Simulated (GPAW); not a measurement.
# BP (F-43m) in GPAW: a series of runs

The runs below take BP through single point, with PBE, HSE06.

Program: GPAW 26.7.0. These are calculated values, not measurements. Logs are shortened: lines on timing, memory, paths and dates and some standing lists are left out, and cuts for length are marked. The log counts tension as positive stress, the text compression.

## 1. Starting point

Symmetry: F-43m, No. 216, cubic system. The conventional cell has a = 4.538 Å, b = 4.538 Å, c = 4.538 Å, α = 90.00°, β = 90.00°, γ = 90.00°. P (site symmetry -43m) has 4 B at 1.97 Å as nearest neighbours. Around B (site symmetry -43m) lie 4 P at 1.97 Å.

## 2. Single point, PBE

run.py reads:

```python
from ase import Atoms
from ase.dft.bandgap import bandgap
from ase.io import write
from ase.units import GPa
from gpaw import GPAW, PW

atoms = Atoms(['P', 'B'],
              cell=[[0.0, 2.269, 2.269],
                    [2.269, 0.0, 2.269],
                    [2.269, 2.269, 0.0]],
              scaled_positions=[[0.75, 0.75, 0.75],
                                [0.0, 0.0, 0.0]],
              pbc=True)

calc = GPAW(mode=PW(600),
            xc='PBE',
            kpts={'size': (8, 8, 8), 'gamma': True},
            occupations={'name': 'fermi-dirac', 'width': 0.05},
            nbands=11,
            maxiter=120,
            txt='gpaw.txt')
atoms.calc = calc
energy = atoms.get_potential_energy()
forces = atoms.get_forces()
stress = atoms.get_stress()
calc.write('gs.gpw')
write('result.traj', atoms)
print(f'Energy: {energy:.6f} eV')
print('Forces (eV/A):')
print(forces.round(4))
print('Stress (GPa):', (stress / GPa).round(3))
print('Fermi level:', round(calc.get_fermi_level(), 4), 'eV')
print(f'Gap: {bandgap(calc)[0]:.4f} eV, direct: {bandgap(calc, direct=True)[0]:.4f} eV')
```

Potentials or basis: GPAW PAW data sets (gpaw-data 1.2.1), pw.

Launch:

```sh
OMP_NUM_THREADS=1 python run.py
```

gpaw.txt:

```text
__  _  _
 | _ |_)|_||  |
 |__||  | ||/\| - 26.7.0

Input parameters:
  mode=PW(ecut=600.0),
  kpts=MonkhorstPack(size=(8, 8, 8), gamma=True),
  maxiter=120,
  nbands=11,
  occupations=Occupations(name='fermi-dirac', width=0.05),
  xc=XC(name='PBE')

Diagonalizing LCAO Hamiltonian
Converting LCAO to pw mode

                  P

       B

Atoms  # Å, Bohr magnetons
|   | symbol |        x |        y |        z |    initial magnetic moments |
|---|--------|----------|----------|----------|-----------------------------|
| 0 |      P | 3.403500 | 3.403500 | 3.403500 | ( 0.0000,  0.0000,  0.0000) |
| 1 |      B | 0.000000 | 0.000000 | 0.000000 | ( 0.0000,  0.0000,  0.0000) |

Unit cell  # Å
| periodic |        x |        y |        z |  lengths |    angles |
|----------|----------|----------|----------|----------|-----------|
|      yes | 0.000000 | 2.269000 | 2.269000 | 3.208851 | 60.000000 |
|      yes | 2.269000 | 0.000000 | 2.269000 | 3.208851 | 60.000000 |
|      yes | 2.269000 | 2.269000 | 0.000000 | 3.208851 | 60.000000 |

Number of symmetries: 24
Symmetry operations  # r_c * U_cc + t_c -> r_c
|    | kind |            matrix            |
|----|------|------------------------------|
|  0 |  E   |  1, 0, 0,  0, 1, 0,  0, 0, 1 |
|  1 |  σ   |  1, 0, 0,  0, 0, 1,  0, 1, 0 |
|  2 |  σ   |  1, 0,-1,  0, 1,-1,  0, 0,-1 |
|  3 |  C3  |  1, 0,-1,  0, 0,-1,  0, 1,-1 |
|  4 |  C3  |  1,-1, 0,  0,-1, 1,  0,-1, 0 |
|  5 |  σ   |  1,-1, 0,  0,-1, 0,  0,-1, 1 |
|  6 |  σ   |  0, 1, 0,  1, 0, 0,  0, 0, 1 |
|  7 |  C3  |  0, 1, 0,  0, 0, 1,  1, 0, 0 |
|  8 |  C2  |  0, 1,-1,  1, 0,-1,  0, 0,-1 |
|  9 |  S4  |  0, 1,-1,  0, 0,-1,  1, 0,-1 |
| 10 |  C3  |  0, 0, 1,  1, 0, 0,  0, 1, 0 |
| 11 |  σ   |  0, 0, 1,  0, 1, 0,  1, 0, 0 |
| 12 |  S4  |  0, 0,-1,  1, 0,-1,  0, 1,-1 |
| 13 |  C3  |  0, 0,-1,  0, 1,-1,  1, 0,-1 |
| 14 |  S4  |  0,-1, 1,  1,-1, 0,  0,-1, 0 |
| 15 |  C2  |  0,-1, 1,  0,-1, 0,  1,-1, 0 |
| 16 |  C3  |  0,-1, 0,  1,-1, 0,  0,-1, 1 |
| 17 |  S4  |  0,-1, 0,  0,-1, 1,  1,-1, 0 |
| 18 |  S4  | -1, 1, 0, -1, 0, 1, -1, 0, 0 |
| 19 |  C3  | -1, 1, 0, -1, 0, 0, -1, 0, 1 |
| 20 |  C3  | -1, 0, 1, -1, 1, 0, -1, 0, 0 |
| 21 |  S4  | -1, 0, 1, -1, 0, 0, -1, 1, 0 |
| 22 |  σ   | -1, 0, 0, -1, 1, 0, -1, 0, 1 |
| 23 |  C2  | -1, 0, 0, -1, 0, 1, -1, 1, 0 |

BZ-sampling:
  Number of BZ points: 512
  Number of IBZ points: 29

  Monkhorst-Pack size: [8, 8, 8]
  Monkhorst-Pack shift: [0.0625, 0.0625, 0.0625]

K-points  # in reciprocal-cell coordinates
|     |                                coordinates |     weight |
|-----|--------------------------------------------|------------|
|   0 | (  0.00000000,   0.00000000,   0.00000000) | 0.00195312 |
|   1 | (  0.12500000,   0.12500000,   0.00000000) | 0.01171875 |
|   2 | (  0.12500000,   0.12500000,   0.12500000) | 0.01562500 |
|   3 | (  0.25000000,   0.12500000,   0.12500000) | 0.02343750 |
|   4 | (  0.25000000,   0.25000000,   0.00000000) | 0.01171875 |
|   5 | (  0.25000000,   0.25000000,   0.12500000) | 0.04687500 |
|   6 | (  0.25000000,   0.25000000,   0.25000000) | 0.01562500 |
|   7 | (  0.37500000,   0.25000000,  -0.37500000) | 0.04687500 |
|   8 | (  0.37500000,   0.25000000,   0.12500000) | 0.04687500 |
|   9 | (  0.37500000,   0.25000000,   0.25000000) | 0.04687500 |
| ... |                                            |            |
|  28 | (  0.50000000,   0.50000000,   0.50000000) | 0.00781250 |

Plane wave coefficients: 799
Cutoff: 600.0 eV

Spin-components: 1 (collinear spins)
Bands:           11
Projectors:      10
Spin-degeneracy: 2
Datatype:        complex128

Parallelization:
  kpt:    1
  domain: 1
  band:   1

Density:
  Valence electrons: 8.0
  Components: 1
  Grid points: [20 20 20]
  Charge: 0.0  # |e|

Potential:
  Grid points: [20 20 20]

species:
  P:
    name:    Phosphorus
    Z:       15.0
    valence: 5
    core:    10
    charge:  0.0  # [|e|]
    compensation charges:
      type: gauss
      rc: 0.30  # [Å]
      lmax: 2
    cutoffs:
      filter: 1.69  # [Å]
      core: 1.81  # [Å]
    projectors
    | kind |    occ | energy [eV] | rcut [Å] |
    |------|--------|-------------|----------|
    |   3s |  2.000 |     -13.968 |    0.953 |
    |   3p |  3.000 |      -5.506 |    0.953 |
    |    s |        |      13.244 |    0.953 |
    |    p |        |      21.705 |    0.953 |
    |    d |        |       0.000 |    0.953 |

    Using partial waves for P as LCAO basis

  B:
    name:    Boron
    Z:       5.0
    valence: 3
    core:    2
    charge:  0.0  # [|e|]
    compensation charges:
      type: gauss
      rc: 0.20  # [Å]
      lmax: 2
    cutoffs:
      filter: 1.14  # [Å]
      core: 1.38  # [Å]
    projectors
    | kind |    occ | energy [eV] | rcut [Å] |
    |------|--------|-------------|----------|
    |   2s |  2.000 |      -9.443 |    0.635 |
    |   2p |  1.000 |      -3.606 |    0.635 |
    |    s |        |      17.768 |    0.635 |
    |    p |        |      23.605 |    0.635 |
    |    d |        |       0.000 |    0.635 |

    Using partial waves for B as LCAO basis

Reference energy: -9972.403226  # eV

eigensolver:
  PPCG
  Converge bands: occupied
  niter=2

density mixing:
  MSR1-Mixer
  Pratt-step length: 0.05
  Maximum mixing coefficient: 0.75
  Old densities: 10
  SVD Regularization: 0.005
  Good broyden scale: 1.0
  Trust region scale: 1.0
  Backstep threshold: 4.0
  History deletion threshold: 6.0
  Fourier metric: weight=20.0, sigma=0.015

occupation numbers:
  Fermi-Dirac:
    width: 0.0500  # eV

poisson solver:
  ecut: 4800.0  # eV

xc functional:
  name: PBE with 2 nearest neighbor stencil

convergence criteria:
- Maximum [total energy] change in last 3 cyles: 0.0005 eV / valence electron
- Maximum integral of absolute [dens]ity change: 0.0001 electrons / valence electron
- Maximum integral of absolute [eigenst]ate change: 4e-08 eV^2 / valence electron
maximum number of iterations: 120

SCF iterations
|iter     | |      energy | eigst |  dens |
|---------|-|-------------|-------|-------|
|iter:   1| |  -13.497395 | +0.11 |       |
|iter:   2| |  -13.385475 | -2.13 | -0.71 |
|iter:   3| |  -12.889487 | -1.54 | -0.74 |
|iter:   4| |  -12.883554 | -3.01 | -1.44 |
|iter:   5| |  -12.883643 | -4.08 | -1.94 |
|iter:   6| |  -12.883672c| -5.53 | -2.61 |
|iter:   7| |  -12.883673c| -7.20 | -3.72 |
|iter:   8| |  -12.883673c| -8.56c| -4.32c|

Converged in 8 steps
Energy contributions relative to reference atoms: (reference = -9972.403226)

Energy contributions:
  Kinetic:          13.582291
  Coulomb:         -11.831678
  Zero:             -0.026677
  External:          0.000000
  Xc:              -14.607610
  Entropy:          -0.000000
  Spinorbit:         0.000000
  ----------------------------
  Free energy:     -12.883673
  Extrapolated:    -12.883673

dipole moment: (-3.351610, -3.351610, -3.351610)  # |e|*Ang

Fermi level: 8.828
Eigenvalues  # (at kpt = [0.000, 0.000, 0.000])
| band index |      eig [eV] | occ [0-2] |
|------------|---------------|-----------|
|          0 |        -7.248 |     2.000 |
|          1 |         8.211 |     2.000 |
|          2 |         8.211 |     2.000 |
|          3 |         8.211 |     2.000 |
|          4 |        11.616 |     0.000 |
|          5 |        11.616 |     0.000 |
|          6 |        11.616 |     0.000 |
|          7 |        15.607 |     0.000 |
|          8 |        19.769 |     0.000 |
|          9 |        20.238 |     0.000 |
|         10 |        20.238 |     0.000 |

Gap: 1.275 eV
Transition (v -> c):
  (s=0, k=0, n=3, [0.00, 0.00, 0.00]) -> (s=0, k=12, n=4, [0.38, 0.38, 0.00])
Direct/indirect transitions are different
Direct gap: 3.405 eV
Transition at: (s=0, k=0, n=3, [0.00, 0.00, 0.00])

Forces  # eV/Ang
|       x |        y |        z |
|---------|----------|----------|
| 0.00000 | -0.00000 |  0.00000 |  # P    0
| 0.00000 | -0.00000 | -0.00000 |  # B    1

Stress tensor  # eV/Ang^3
|         x |         y |         z |
|-----------|-----------|-----------|
| -0.008939 |  0.000000 | -0.000000 |
|  0.000000 | -0.008939 | -0.000000 |
| -0.000000 | -0.000000 | -0.008939 |

# Writing to gs.gpw (mode='')
```

Run time: 13 s. Hardware: 1 thread of Intel Xeon at 2.70GHz, shared host; peak memory 0.13 GiB.

What came out:

| Item | Value |
| --- | --- |
| Free energy | -12.8837 eV |
| Pressure | 1.4 GPa |
| Band gap on the k mesh | 1.27 eV, indirect (least direct gap 3.41 eV) |

Caveat: the cutoff is short for stress and forces, so pressures can be off by a GPa or more. A k mesh can miss the band edges.

## 3. Single point, HSE06

run.py reads:

```python
from ase import Atoms
from ase.dft.bandgap import bandgap
from ase.io import write
from ase.parallel import parprint
from gpaw import GPAW, PW

atoms = Atoms(['P', 'B'],
              cell=[[0.0, 2.269, 2.269],
                    [2.269, 0.0, 2.269],
                    [2.269, 2.269, 0.0]],
              scaled_positions=[[0.75, 0.75, 0.75],
                                [0.0, 0.0, 0.0]],
              pbc=True)

calc = GPAW(mode=PW(600),
            xc='HSE06',
            kpts={'size': (8, 8, 8), 'gamma': True},
            occupations={'name': 'fermi-dirac', 'width': 0.05},
            nbands=9,
            convergence={'density': 1e-05, 'energy': 1e-05},
            maxiter=60,
            txt='gpaw.txt')
atoms.calc = calc
energy = atoms.get_potential_energy()
forces = atoms.get_forces()
calc.write('gs.gpw')
write('result.traj', atoms)
parprint(f'Energy: {energy:.6f} eV')
parprint('Forces (eV/A):')
parprint(forces.round(4))
parprint('Fermi level:', round(calc.get_fermi_level(), 4), 'eV')
parprint(f'Gap: {bandgap(calc)[0]:.4f} eV, direct: {bandgap(calc, direct=True)[0]:.4f} eV')
```

Potentials or basis: GPAW PAW data sets (gpaw-data 1.2.1), pw.

Launch:

```sh
OMP_NUM_THREADS=1 mpirun -n 8 gpaw python run.py
```

gpaw.txt:

```text
__  _  _
 | _ |_)|_||  |
 |__||  | ||/\| - 26.7.0

Input parameters:
  mode=PW(ecut=600.0),
  convergence={'density': 1e-05, 'energy': 1e-05},
  kpts=MonkhorstPack(size=(8, 8, 8), gamma=True),
  maxiter=60,
  nbands=9,
  occupations=Occupations(name='fermi-dirac', width=0.05),
  xc=XC(name='HSE06')

Diagonalizing LCAO Hamiltonian
Converting LCAO to pw mode

                  P

       B

Atoms  # Å, Bohr magnetons
|   | symbol |        x |        y |        z |    initial magnetic moments |
|---|--------|----------|----------|----------|-----------------------------|
| 0 |      P | 3.403500 | 3.403500 | 3.403500 | ( 0.0000,  0.0000,  0.0000) |
| 1 |      B | 0.000000 | 0.000000 | 0.000000 | ( 0.0000,  0.0000,  0.0000) |

Unit cell  # Å
| periodic |        x |        y |        z |  lengths |    angles |
|----------|----------|----------|----------|----------|-----------|
|      yes | 0.000000 | 2.269000 | 2.269000 | 3.208851 | 60.000000 |
|      yes | 2.269000 | 0.000000 | 2.269000 | 3.208851 | 60.000000 |
|      yes | 2.269000 | 2.269000 | 0.000000 | 3.208851 | 60.000000 |

Number of symmetries: 24
Symmetry operations  # r_c * U_cc + t_c -> r_c
|    | kind |            matrix            |
|----|------|------------------------------|
|  0 |  E   |  1, 0, 0,  0, 1, 0,  0, 0, 1 |
|  1 |  σ   |  1, 0, 0,  0, 0, 1,  0, 1, 0 |
|  2 |  σ   |  1, 0,-1,  0, 1,-1,  0, 0,-1 |
|  3 |  C3  |  1, 0,-1,  0, 0,-1,  0, 1,-1 |
|  4 |  C3  |  1,-1, 0,  0,-1, 1,  0,-1, 0 |
|  5 |  σ   |  1,-1, 0,  0,-1, 0,  0,-1, 1 |
|  6 |  σ   |  0, 1, 0,  1, 0, 0,  0, 0, 1 |
|  7 |  C3  |  0, 1, 0,  0, 0, 1,  1, 0, 0 |
|  8 |  C2  |  0, 1,-1,  1, 0,-1,  0, 0,-1 |
|  9 |  S4  |  0, 1,-1,  0, 0,-1,  1, 0,-1 |
| 10 |  C3  |  0, 0, 1,  1, 0, 0,  0, 1, 0 |
| 11 |  σ   |  0, 0, 1,  0, 1, 0,  1, 0, 0 |
| 12 |  S4  |  0, 0,-1,  1, 0,-1,  0, 1,-1 |
| 13 |  C3  |  0, 0,-1,  0, 1,-1,  1, 0,-1 |
| 14 |  S4  |  0,-1, 1,  1,-1, 0,  0,-1, 0 |
| 15 |  C2  |  0,-1, 1,  0,-1, 0,  1,-1, 0 |
| 16 |  C3  |  0,-1, 0,  1,-1, 0,  0,-1, 1 |
| 17 |  S4  |  0,-1, 0,  0,-1, 1,  1,-1, 0 |
| 18 |  S4  | -1, 1, 0, -1, 0, 1, -1, 0, 0 |
| 19 |  C3  | -1, 1, 0, -1, 0, 0, -1, 0, 1 |
| 20 |  C3  | -1, 0, 1, -1, 1, 0, -1, 0, 0 |
| 21 |  S4  | -1, 0, 1, -1, 0, 0, -1, 1, 0 |
| 22 |  σ   | -1, 0, 0, -1, 1, 0, -1, 0, 1 |
| 23 |  C2  | -1, 0, 0, -1, 0, 1, -1, 1, 0 |

BZ-sampling:
  Number of BZ points: 512
  Number of IBZ points: 29

  Monkhorst-Pack size: [8, 8, 8]
  Monkhorst-Pack shift: [0.0625, 0.0625, 0.0625]

K-points  # in reciprocal-cell coordinates
|     |                                coordinates |     weight |
|-----|--------------------------------------------|------------|
|   0 | (  0.00000000,   0.00000000,   0.00000000) | 0.00195312 |
[... 82 lines left out ...]
    Using partial waves for B as LCAO basis

Reference energy: -9972.403226  # eV

eigensolver:
  PPCG
  Converge bands: occupied
  niter=2

density mixing:
  MSR1-Mixer
  Pratt-step length: 0.05
  Maximum mixing coefficient: 0.75
  Old densities: 10
  SVD Regularization: 0.005
  Good broyden scale: 1.0
  Trust region scale: 1.0
  Backstep threshold: 4.0
  History deletion threshold: 6.0
  Fourier metric: weight=20.0, sigma=0.015

occupation numbers:
  Fermi-Dirac:
    width: 0.0500  # eV

poisson solver:
  ecut: 4800.0  # eV

xc functional:
  name: HYB_GGA_XC_HSE06 with 2 nearest neighbor stencil

convergence criteria:
- Maximum integral of absolute [dens]ity change: 1e-05 electrons / valence electron
- Maximum [total energy] change in last 3 cyles: 1e-05 eV / valence electron
- Maximum integral of absolute [eigenst]ate change: 4e-08 eV^2 / valence electron
maximum number of iterations: 60

IBZ(<points: 29, symmetries: 24>)
Occupied bands: 4
SCF iterations
|iter     | |      energy | eigst |  dens |
|---------|-|-------------|-------|-------|
|iter:   1| | -191.932011 | +0.29 |       |
|iter:   2| |  -20.019265 | -1.08 | -0.68 |
|iter:   3| |  -20.581903 | -0.61 | -0.70 |
|iter:   4| |  -19.424922 | -1.35 | -0.68 |
|iter:   5| |  -19.353820 | -1.36 | -1.10 |
|iter:   6| |  -19.347663 | -3.14 | -1.46 |
|iter:   7| |  -19.345868 | -4.17 | -1.81 |
|iter:   8| |  -19.342453 | -3.68 | -1.92 |
|iter:   9| |  -19.342262 | -3.94 | -2.30 |
|iter:  10| |  -19.342418 | -5.59 | -3.35 |
|iter:  11| |  -19.342414 | -6.35 | -3.35 |
|iter:  12| |  -19.342414c| -7.11 | -4.03 |
|iter:  13| |  -19.342415c| -7.50c| -4.76 |
|iter:  14| |  -19.342414c| -7.67c| -5.08c|

Converged in 14 steps
Energy contributions relative to reference atoms: (reference = -9972.403226)

Energy contributions:
  Kinetic:          11.241333
  Coulomb:          -9.518476
  Zero:             -0.047309
  External:          0.000000
  Xc:              157.259842
  Entropy:          -0.000000
  Spinorbit:         0.000000
  Hybrid_Xc_Cc:      -161.376805
  Hybrid_Xc_Vc:        -3.155113
  Hybrid_Xc_Vv:       -13.745887
  ----------------------------
  Free energy:     -19.342414
  Extrapolated:    -19.342414

dipole moment: (-3.368150, -3.368150, -3.368150)  # |e|*Ang

Fermi level: 8.703
Eigenvalues  # (at kpt = [0.000, 0.000, 0.000])
| band index |      eig [eV] | occ [0-2] |
|------------|---------------|-----------|
|          0 |        -9.271 |     2.000 |
|          1 |         7.801 |     2.000 |
|          2 |         7.801 |     2.000 |
|          3 |         7.801 |     2.000 |
|          4 |        12.150 |     0.000 |
|          5 |        12.150 |     0.000 |
|          6 |        12.150 |     0.000 |
|          7 |        16.490 |     0.000 |
|          8 |        20.543 |     0.000 |

Gap: 2.054 eV
Transition (v -> c):
  (s=0, k=0, n=3, [0.00, 0.00, 0.00]) -> (s=0, k=12, n=4, [0.38, 0.38, 0.00])
Direct/indirect transitions are different
Direct gap: 4.349 eV
Transition at: (s=0, k=0, n=3, [0.00, 0.00, 0.00])

Forces  # eV/Ang
|        x |        y |        z |
|----------|----------|----------|
|  0.00000 |  0.00000 |  0.00000 |  # P    0
| -0.00000 | -0.00000 | -0.00000 |  # B    1

# Writing to gs.gpw (mode='')
```

It took 16 min on 8 MPI ranks of Intel Xeon Platinum 8488C (Sapphire Rapids), shared host; peak memory 0.23 GiB.

What came out:

* Free energy: -19.3424 eV
* Band gap on the k mesh: 2.05 eV, indirect (least direct gap 4.35 eV)

Levels at points of the mesh, in eV from the valence-band top:
```csv
k point,band 1,band 2,band 3,band 4,band 5
"(0.00, 0.00, 0.00)",-17.07,0.00,0.00,0.00,4.35
"(0.50, 0.50, 0.00)",-11.70,-9.55,-4.51,-4.51,2.13
"(0.50, 0.50, 0.50)",-13.42,-9.97,-1.93,-1.93,4.76
```

Caveat: the PAW data sets were made with another functional, which shifts forces and pressure a little.
